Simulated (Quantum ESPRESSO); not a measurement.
MgS (Niningerite):

```
CELL_PARAMETERS angstrom
0.00000 2.60165 2.60165
2.60165 0.00000 2.60165
2.60165 2.60165 0.00000
ATOMIC_POSITIONS crystal
S 0.50000 0.50000 0.50000
Mg 0.00000 0.00000 0.00000
```

| Quantity | Value |
| --- | --- |
| Program | Quantum ESPRESSO 7.5 |
| Task | phonons and Raman activities |
| Functional | PBE |
| Potentials or basis | GBRV 1.5 PBE |
| Cutoff | 612 eV |
| Density cutoff | 4898 eV |
| k mesh | 4 × 4 × 4, shifted |
| Occupations | fermi-dirac, width 0.05 eV |
| Spin | no spin polarisation |
| Mixing beta | 0.5 |
| Most SCF iterations | 120 |
| SCF threshold | 4e-10 Ry |

The cell and the atoms were relaxed first, to 17.85 Å³/atom (a = 3.696 Å, b = 3.696 Å, c = 3.696 Å, α = 60.00°, β = 60.00°, γ = 60.00°), and the response was taken there.

The first run showed a gap, so the response started from a second, tighter run with fixed occupations.

Task: Which optical modes does the crystal have at the zone centre, and which show in infrared and Raman spectra?

Result: The optical modes are T1u. Infrared active: T1u. None is Raman active.

Optical modes at Γ, degenerate ones joined, polar ones without the macroscopic field:
| cm⁻¹ | components | symmetry | active in | IR intensity, summed ((D/Å)²/amu) |
| --- | --- | --- | --- | --- |
| 225 | 3 | T1u | IR | 27.62 |

Non-resonant Raman activities from finite differences of the dielectric tensor, degenerate modes summed:
| cm⁻¹ | modes | symmetry | activity (Å⁴/amu) |
| --- | --- | --- | --- |
| 225 | 3 | T1u | 0.0 |

Zone-centre frequencies without and with the macroscopic field along z (cm⁻¹):
|  | optical modes in rising order |
| --- | --- |
| without | 225 225 225 |
| with the field | 225 225 389 |
